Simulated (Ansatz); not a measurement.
The system is NbAs.

```
Nb As
1.0
    -1.72585    1.72585    5.84000
     1.72585   -1.72585    5.84000
     1.72585    1.72585   -5.84000
Nb As
2 2
Direct
  0.50000 0.00000 0.50000
  0.75000 0.75000 0.00000
  0.91600 0.41600 0.50000
  0.16600 0.16600 0.00000
```

Base run:

| Quantity | Value |
| --- | --- |
| Program | Ansatz 0.2.0 |
| Functional | PBEsol |
| Potentials or basis | all-electron LAPW, non-relativistic |
| Cutoff | 247 eV |
| Density cutoff | 987 eV |
| Basis error allowed | 0.002 eV/atom |
| k mesh | 11 × 11 × 11 |
| Occupations | fermi-dirac, width 0.05 eV |
| Spin | no spin polarisation |

Its results: pressure -0.6 GPa; largest force 0.314 eV/Å.

Q: After a change of settings the same cell gave: pressure -2.3 GPa; largest force 0.288 eV/Å. Which change was it?
A. potentials or basis from all-electron LAPW, non-relativistic to all-electron LAPW, scalar-relativistic; hubbard terms from none to Nb d U = 4 eV
B. functional from PBEsol to LDA; potentials or basis from all-electron LAPW, non-relativistic to all-electron LAPW, scalar-relativistic
C. potentials or basis from all-electron LAPW, non-relativistic to all-electron LAPW, inner shells corrected to Dirac's equation
D. functional from PBEsol to PBE; potentials or basis from all-electron LAPW, non-relativistic to all-electron LAPW, scalar-relativistic

A: C.

Caveats: relativity is left out, which matters for the heavier elements (some runs).

Not every run made on this cell is shown here.
